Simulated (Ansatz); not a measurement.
A run of Ansatz 0.2.0:

The input input.yaml:

```yaml
crystal:
  lattice:
    - [0.0, 2.09130951, 2.09130951]
    - [2.09130951, 0.0, 2.09130951]
    - [2.09130951, 2.09130951, 0.0]
  atoms:
    - { symbol: Ni, position: [0.0, 0.0, 0.0], spin: 1.0 }
    - { symbol: O, position: [0.5, 0.5, 0.5] }
hamiltonian:
  xc: pbesol
  pseudopotentials: { kind: paw }
magnetization:
  spin_polarized: true
kpoints:
  mp_grid: { grid: [6, 6, 6] }
scf:
  occupations: { method: fermi_dirac, width: 0.05 }
  n_extra_bands: 6
output:
  forces: true
  stress: true
  eigenvalues: true
  dos: { projected: true, de: 0.05, nscf_kmesh: { grid: [9, 9, 9] } }
```

Potentials or basis: Ansatz PAW.

The run is started by

```bash
$ ansatz run input.yaml --threads 2 --pin off --max-ram 5632MiB --backend cpu --events-out ev --progress --plain --runs-dir out
```

Hardware: 2 threads of Arm Neoverse V1 (shared host).

How long does it take, and how much memory?

Wall time 4 s on 2 threads of Arm Neoverse V1, on a shared host, peak memory 0.29 GiB. Counts: scf iterations 20, plane waves 339, k points 16, bands 18.
